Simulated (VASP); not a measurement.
# Mg2Si (Fm-3m) in VASP: a series of runs

The runs below take Mg2Si through band structure, with r2SCAN+rVV10, HSE06.

Program: VASP 6.6.1. These are calculated values, not measurements. Logs are shortened: lines on timing, memory, paths and dates and some standing lists are left out, and cuts for length are marked.

### Step 1. The structure

It takes space group Fm-3m (No. 225, cubic). Conventional cell: a = 6.318 Å, b = 6.318 Å, c = 6.318 Å, α = 90.00°, β = 90.00°, γ = 90.00°. Around Si (site symmetry m-3m) lie 8 Mg at 2.74 Å. Mg (site symmetry -43m) is surrounded by 4 Si at 2.74 Å.

The cell was built by a generator and needn't be a form met in nature.

### Step 2. Band structure, r2SCAN+rVV10

INCAR reads:

```
SYSTEM = Mg2Si
ALGO     = Normal         ! electronic algorithm
BPARAM   = 11.95        
CPARAM   = 0.0093       
EDIFF    = 1E-7           ! SCF threshold, eV
ENCUT    = 520            ! plane-wave cutoff, eV
ISIF     = 2              ! what is computed and relaxed
ISMEAR   = 0              ! smearing method
IVDW_NL  = 2            
KPAR     = 4            
LASPH    = .True.         ! aspherical terms in the spheres
LCHARG   = .False.        ! write CHGCAR
LMIXTAU  = .True.       
LREAL    = .False.        ! projectors in reciprocal space
LUSE_VDW = .True.       
LWAVE    = .False.        ! write WAVECAR
METAGGA  = R2SCAN         ! meta-GGA
NELM     = 60             ! most SCF steps
PREC     = Accurate       ! precision mode
SIGMA    = 0.02           ! smearing width, eV
```

KPOINTS reads:

```
k-points
0
Gamma
  8 8 8
  0 0 0
```

POSCAR reads:

```
Mg2Si                                   
1.0
   -0.0000000000      3.1590997494      3.1590997494
    3.1590997494      0.0000000000      3.1590997494
    3.1590997494      3.1590997494     -0.0000000000
  Si              Mg            
     1     2
Direct
     0.0000000000000000    0.0000000000000000    0.0000000000000000
     0.2500000000000000    0.2500000000000000    0.2500000000000000
     0.7500000000000000    0.7500000000000000    0.7500000000000000
```

KPOINTS_OPT reads:

```
path GXWKGLUWLK,UX
20
line-mode
reciprocal
 0.0000000000  0.0000000000  0.0000000000  G
 0.5000000000  0.0000000000  0.5000000000  X

 0.5000000000  0.0000000000  0.5000000000  X
 0.5000000000  0.2500000000  0.7500000000  W

 0.5000000000  0.2500000000  0.7500000000  W
 0.3750000000  0.3750000000  0.7500000000  K

 0.3750000000  0.3750000000  0.7500000000  K
 0.0000000000  0.0000000000  0.0000000000  G

 0.0000000000  0.0000000000  0.0000000000  G
 0.5000000000  0.5000000000  0.5000000000  L

 0.5000000000  0.5000000000  0.5000000000  L
 0.6250000000  0.2500000000  0.6250000000  U

 0.6250000000  0.2500000000  0.6250000000  U
 0.5000000000  0.2500000000  0.7500000000  W

 0.5000000000  0.2500000000  0.7500000000  W
 0.5000000000  0.5000000000  0.5000000000  L

 0.5000000000  0.5000000000  0.5000000000  L
 0.3750000000  0.3750000000  0.7500000000  K

 0.6250000000  0.2500000000  0.6250000000  U
 0.5000000000  0.0000000000  0.5000000000  X
```

Potentials or basis: VASP PAW PBE potentials, release 64 (Si, Mg).

On the command line:

```console
cat potpaw_PBE.64/Si/POTCAR potpaw_PBE.64/Mg/POTCAR > POTCAR
mpirun -np 4 vasp_std > vasp.out
```

OUTCAR:

```text
SYSTEM = Mg2Si
   BPARAM = 11.95
   EDIFF = 1E-7
   ENCUT = 520
   ISIF = 2
   ISMEAR = 0
   IVDW_NL = 2
   LASPH = .True.
   LREAL = .False.
   METAGGA = R2SCAN
   NELM = 60
   PREC = Accurate

 ion  position               nearest neighbor table
   1  0.000  0.000  0.000-   3 2.74   3 2.74   3 2.74   2 2.74   3 2.74   2 2.74   2 2.74   2 2.74

   2  0.250  0.250  0.250-   1 2.74   1 2.74   1 2.74   1 2.74   3 3.16   3 3.16   3 3.16   3 3.16
                             3 3.16   3 3.16
   3  0.750  0.750  0.750-   1 2.74   1 2.74   1 2.74   1 2.74   2 3.16   2 3.16   2 3.16   2 3.16
                             2 3.16   2 3.16

  LATTYP: Found a face centered cubic cell.
 ALAT       =     6.3181994988

  Lattice vectors:

 A1 = (   0.0000000000,   3.1590997494,   3.1590997494)
 A2 = (   3.1590997494,   0.0000000000,   3.1590997494)
 A3 = (   3.1590997494,   3.1590997494,   0.0000000000)

Analysis of symmetry for initial positions (statically):
=====================================================================
 Subroutine PRICEL returns:
 Original cell was already a primitive cell.

 Routine SETGRP: Setting up the symmetry group for a
 face centered cubic supercell.

 Subroutine GETGRP returns: Found 48 space group operations
 (whereof 48 operations were pure point group operations)
 out of a pool of 48 trial point group operations.

The static configuration has the point symmetry O_h .

Analysis of symmetry for dynamics (positions and initial velocities):
=====================================================================
 Subroutine PRICEL returns:
 Original cell was already a primitive cell.

 Routine SETGRP: Setting up the symmetry group for a
 face centered cubic supercell.

 Subroutine GETGRP returns: Found 48 space group operations
 (whereof 48 operations were pure point group operations)
 out of a pool of 48 trial point group operations.

The dynamic configuration has the point symmetry O_h .

 Subroutine INISYM returns: Found 48 space group operations
 (whereof 48 operations are pure point group operations),
 and found     1 'primitive' translations

----------------------------------------------------------------------------------------

                                     Primitive cell

  volume of cell :      63.0551

  direct lattice vectors                    reciprocal lattice vectors
     0.000000000  3.159099749  3.159099749    -0.158272938  0.158272938  0.158272938
     3.159099749  0.000000000  3.159099749     0.158272938 -0.158272938  0.158272938
[... 90 lines left out ...]
   NSW    =      0    number of steps for IOM
   IBRION =     -1    ionic relax: 0-MD 1-quasi-New 2-CG
   NFREE  =      0    steps in history (QN), initial steepest desc. (CG)
   ISIF   =      2    stress and relaxation
   ISYM   =      2    0-nonsym 1-usesym 2-fastsym
   POTIM  = 0.5000    time-step for ionic-motion
   TEBEG  =    0.0;   TEEND  =   0.0 temperature during run
   PSTRESS=    0.0 pullay stress
   NELECT =       8.0000    total number of electrons
   NUPDOWN=      -1.0000    fix difference up-down
   EMIN   =  10.00;   EMAX   =-10.00  energy-range for DOS
   EFERMI =   0.00;   METHOD = LEGACY
   ISMEAR =     0;   SIGMA  =   0.02  broadening in eV -4-tet -1-fermi 0-gaus
   EFERMI_NEDOS =   21; number of points for ismear=-14 and -15
   IALGO  =     38    algorithm
   IMIX   =      4    mixing-type and parameters
     AMIX     =   0.40;   BMIX     =  1.00
     AMIX_MAG =   1.60;   BMIX_MAG =  1.00
  volume/ion in A,a.u.               =      21.02       141.84
  Fermi-wavevector in a.u.,A,eV,Ry     =   0.822618  1.554522  9.207065  0.676700
  Thomas-Fermi vector in A             =   1.933984
   LORBIT       =      0    0 simple, 1 ext, 2 COOP (PROOUT), +10 PAW based schemes
   METAGGA = R2SCAN    functional components
   LHFCALC =     F    Hartree Fock is set to
   AEXX    =    0.0000 exact exchange contribution
   IVDW_NL    =     2    kernel type
   BPARAM     =11.9500
   IVDW    =     0    specifies the selected vdW correction
   LEPSILON=     F    determine dielectric tensor
   LRPA    =     F    only Hartree local field effects (RPA)
 non-spin polarized calculation
 Gauss-broadening in eV      SIGMA  =   0.02
  energy-cutoff  :      520.00
  volume of cell :       63.06
 maximum number of plane-waves:      1724
 NGX is ok and might be reduce to    36
   NGX = 17   NGY = 17   NGZ = 17

 number of electron       8.0000000 magnetization

 Free energy of the ion-electron system (eV)
  ---------------------------------------------------
  ext. energy  EPLUGINS =         0.00000000
  ---------------------------------------------------
  free energy    TOTEN  =       -17.36099887 eV

  energy without entropy =      -17.36099887  energy(sigma->0) =      -17.36099887

 E-fermi :   3.7252     XC(G=0):  -9.2637

 val. band max:        3.6112167973   @ k =   0.0000   0.0000   0.0000
 cond. band min:       4.0152880127   @ k =   0.5000   0.5000   0.0000
 fundamental gap:      0.4040712155
 Fermi energy:         3.7252105045

 k-point     1 :       0.0000    0.0000    0.0000
  band No.  band energies     occupation
      1      -5.9801      2.00000
      2       3.6112      2.00000
      3       3.6112      2.00000
      4       3.6112      2.00000
      5       6.1409      0.00000
      6       6.4590      0.00000
      7       6.4590      0.00000
      8       6.4590      0.00000
[... 243 lines left out ...]
 k-point    24 :      -0.3750    0.2500    0.1250
  band No.  band energies     occupation
      1      -4.1825      2.00000
      2      -0.9370      2.00000
      3       1.0632      2.00000
      4       2.0735      2.00000
      5       6.0606      0.00000
      6       6.4194      0.00000
      7       8.5832      0.00000
      8       9.1613      0.00000

 [... further k-points ...]
[... 5 lines left out ...]
  --------------------------------------------------------------------------------------
  -------------------------------------------------------------------------------------
  Total        0.0015604      0.0015604      0.0015604     -0.0000000     -0.0000000      0.0000000
  in kB        0.0396497      0.0396497      0.0396497     -0.0000000     -0.0000000      0.0000000
  external PRESSURE =       0.0396497 kB  Pullay stress =       0.0000000 kB

 VOLUME and BASIS-vectors are now :
 -----------------------------------------------------------------------------
  energy-cutoff  :      520.00
  volume of cell :       63.06
      direct lattice vectors                 reciprocal lattice vectors
     0.000000000  3.159099749  3.159099749    -0.158272938  0.158272938  0.158272938
     3.159099749  0.000000000  3.159099749     0.158272938 -0.158272938  0.158272938
     3.159099749  3.159099749  0.000000000     0.158272938  0.158272938 -0.158272938

 POSITION                                       TOTAL-FORCE (eV/Angst)
 -----------------------------------------------------------------------------------
      0.00000      0.00000      0.00000        -0.000000     -0.000000     -0.000000
      1.57955      1.57955      1.57955        -0.000000     -0.000000     -0.000000
      4.73865      4.73865      4.73865         0.000000      0.000000      0.000000
 -----------------------------------------------------------------------------------
    total drift:                               -0.000000      0.000000     -0.000000

  FREE ENERGIE OF THE ION-ELECTRON SYSTEM (eV)
  ---------------------------------------------------
  free  energy   TOTEN  =       -17.3609988661 eV

  energy  without entropy=      -17.3609988661  energy(sigma->0) =      -17.36099887
```

stdout:

```text
POSCAR found type information on POSCAR SiMg
 POSCAR found :  2 types and       3 ions
 scaLAPACK will be used
 -----------------------------------------------------------------------------
|                                                                             |
|                                                                             |
|     You have switched on vdW-DFT.                                           |
[... 30 lines left out ...]
Total rVV10 correction in eV:      0.3113545    15.9195549
[... 56 lines left out ...]
Total rVV10 correction in eV:      0.3221755    15.9195549
Total rVV10 correction in eV:      0.3221755    15.9195549
 Start KPOINTS_OPT (optional k-point list driver)
k-point batch [1-29\200]
k-point batch [30-58\200]
k-point batch [59-87\200]
k-point batch [88-116\200]
k-point batch [117-145\200]
k-point batch [146-174\200]
k-point batch [175-200\200]
```

It took 1.9 min on 4 MPI ranks of Intel Xeon Platinum 8488C (Sapphire Rapids), shared host; peak memory 0.38 GiB.

What came out:

```yaml
Free_energy: -17.3610 eV
Pressure: 0.0 GPa
Band_gap_on_the_k_mesh: 0.40 eV, indirect (least direct gap 2.46 eV)
Band_gap_along_the_path: 0.40 eV, indirect (least direct gap 2.46 eV)
```

Levels at the corners of the path, in eV from the valence-band top:
```
point  band 2  band 3  band 4  band 5  band 6  band 7
    Γ    0.00    0.00    0.00    2.53    2.85    2.85
    X   -4.59   -2.06   -2.06    0.40    0.76    8.73
    X   -4.59   -2.06   -2.06    0.40    0.76    8.73
    W   -3.72   -3.72   -2.78    2.96    4.02    4.02
    W   -3.72   -3.72   -2.78    2.96    4.02    4.02
    K   -4.15   -3.58   -1.72    0.98    3.36    6.35
    K   -4.15   -3.58   -1.72    0.98    3.36    6.35
    Γ    0.00    0.00    0.00    2.53    2.85    2.85
    Γ    0.00    0.00    0.00    2.53    2.85    2.85
    L   -4.96   -0.74   -0.74    1.77    2.82    2.82
    L   -4.96   -0.74   -0.74    1.77    2.82    2.82
    U   -4.15   -3.58   -1.72    0.98    3.36    6.35
    U   -4.15   -3.58   -1.72    0.98    3.36    6.35
    W   -3.72   -3.72   -2.78    2.96    4.02    4.02
    W   -3.72   -3.72   -2.78    2.96    4.02    4.02
    L   -4.96   -0.74   -0.74    1.77    2.82    2.82
    L   -4.96   -0.74   -0.74    1.77    2.82    2.82
    K   -4.15   -3.58   -1.72    0.98    3.36    6.35
    U   -4.15   -3.58   -1.72    0.98    3.36    6.35
    X   -4.59   -2.06   -2.06    0.40    0.76    8.73
```

Caveat: the PAW data sets were made with another functional, which shifts forces and pressure a little. r2SCAN opens gaps a little over a GGA but as a rule still falls short of measured ones.

(Continued in part 2 of 2.)
